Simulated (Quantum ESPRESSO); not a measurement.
## Ta2N in Quantum ESPRESSO: the effect of target pressure

The system is Ta2N.

```
CELL_PARAMETERS angstrom
3.11286 0.00000 0.00000
-1.55643 2.69582 0.00000
0.00000 0.00000 4.86984
ATOMIC_POSITIONS crystal
Ta 0.33333 0.66667 0.25471
Ta 0.66667 0.33333 0.74529
N 0.00000 0.00000 0.00000
```

The cell comes from a database or a generator and needn't be the stable form of this composition.

Alike in all runs:

```yaml
Program: Quantum ESPRESSO 7.5
Task: relaxation of cell and atoms
Functional: PBEsol
Potentials_or_basis: GBRV 1.5 PBEsol
Cutoff: 871 eV
Density_cutoff: 7007 eV
k_mesh: 10 × 10 × 6
Occupations: fermi-dirac, width 0.05 eV
Spin: no spin polarisation
```

Each run relaxes the cell or the atoms first.

| target pressure | relaxed volume (Å³/atom) |
| --- | --- |
| 0 GPa | 13.19 |
| 2 GPa | 13.10 |
| 5 GPa | 12.97 |
| 10 GPa | 12.77 |
| 20 GPa | ? |
| 30 GPa | 12.10 |

Task: What does the run with target pressure 20 GPa give?

Result: Relaxed volume 12.42 Å³/atom.

Worked out: In Murnaghan's law V^(-B') rises as a straight line in P. The other rows fit best with B' = 4.3, V0 = 13.19 Å³/atom and B0 = 287 GPa, which gives 12.41 Å³/atom at 20 GPa, against the run's 12.42.
